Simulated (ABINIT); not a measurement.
Runs of ABINIT 10.8.3 (patched build) on LiF (Griceite). The structure is cubic, space group Fm-3m (No. 225). The conventional cell has a = 4.028 Å, b = 4.028 Å, c = 4.028 Å, α = 90.00°, β = 90.00°, γ = 90.00°. F (site symmetry m-3m) has 6 Li at 2.01 Å as nearest neighbours. Li (site symmetry m-3m) has 6 F at 2.01 Å as nearest neighbours. 

| task | level | potentials or basis | k mesh | cutoff (eV) | fine-grid cutoff | most SCF steps | thinning of the exchange mesh (fockdownsampling) | gap on the mesh (eV) | pressure (GPa) |
| --- | --- | --- | --- | --- | --- | --- | --- | --- | --- |
| band structure | PBE | JTH PAW PBE v2.0 | 11 × 11 × 11 | 626 | 1224.51 eV | - | - | (b) | 1.8 |
| band structure | TB-mBJ | JTH PAW LDA v2.0 | 11 × 11 × 11 | 762 | 1360.57 eV | - | - | (a) | - |
| single point | PBE0 | PseudoDojo NC SR PBE v0.4.1 standard | 8 × 8 × 8 | 980 | - | 60 | 2 × 2 × 2 | 12.14 | - |
| band structure | PBEsol | PseudoDojo NC SR PBEsol v0.4.1 standard | 11 × 11 × 11 | 1143 | - | - | - | 8.94 | -1.4 |

Alike in all rows: no spin polarisation; cell as given; smearing fermi-dirac 0.05 eV.

Question: Estimate the missing entries.

Answer: (a) 12.54; (b) 9.06.

Caveats: the constant c of TB-mBJ comes from the pseudo density here, which moves gaps by up to 0.3 eV between sets of potentials (some runs); the PAW data sets were made with another functional, which shifts forces and pressure a little (some runs); the potentials were made for another functional, which shifts forces and pressure (some runs).

A k mesh can miss the band edges.

Not every run made on this cell is shown here.
